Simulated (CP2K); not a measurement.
**CsBr under changes of volume**

One of the cells (40.468 Å³/atom); the others are scaled copies at fixed shape and fractional positions:

```
Cs Br
1.0
     4.32562    0.00000    0.00000
     0.00000    4.32562    0.00000
     0.00000    0.00000    4.32562
Cs Br
1 1
Direct
  0.00000 0.00000 0.00000
  0.50000 0.50000 0.50000
```

The cell comes from a database or a generator and needn't be the stable form of this composition.

| Item | Value |
| --- | --- |
| Program | CP2K 2026.2 |
| Functional | PBEsol |
| Potentials or basis | POTENTIAL_UZH Cs GTH-PBE-q9, Br GTH-PBE-q7; TZVP-MOLOPT-PBE-GTH basis |
| Density cutoff | 6123 eV |
| k mesh | 6 × 6 × 6 |
| Occupations | fermi-dirac, width 0.05 eV |
| Spin | no spin polarisation |

```tsv
volume (Å³/atom)	energy over the lowest point (meV/atom)	pressure (GPa)	gap on the mesh (eV)
38.040	2.59	0.6	4.38
38.850	0.42	0.2	4.30
39.659	0.00	-0.1	4.23
40.468	1.12	-0.4	4.15
41.278	3.60	-0.6	4.08
42.087	?	?	?
42.896	11.97	-1.0	3.95
```

**Question.** What does the run at 42.087 Å³/atom give?

**Answer.** Energy over the lowest point 7.26 meV/atom; pressure -0.8 GPa; gap on the mesh 4.01 eV.

Worked out: A Birch-Murnaghan fit of order 3 (a polynomial in V^(-2/3)) to the other rows has its minimum at 39.46 Å³/atom with B0 = V·E''(V) = 15.3 GPa and B' = 5.3. It gives 7.26 meV/atom at 42.087 Å³/atom, against the run's 7.26, and -dE/dV = -0.8 GPa, against -0.8. A straight line through the other rows of the gap, of slope -3.59 eV per unit of ln V, gives 4.01 eV, against the run's 4.01.

Energies are extrapolated to zero smearing.

Caveats: the potentials were made for another functional, which shifts forces and pressure; spin-orbit coupling is left out, which moves the levels of the heavy elements; the basis of atomic orbitals isn't converged, which shifts pressures, moduli and gaps.
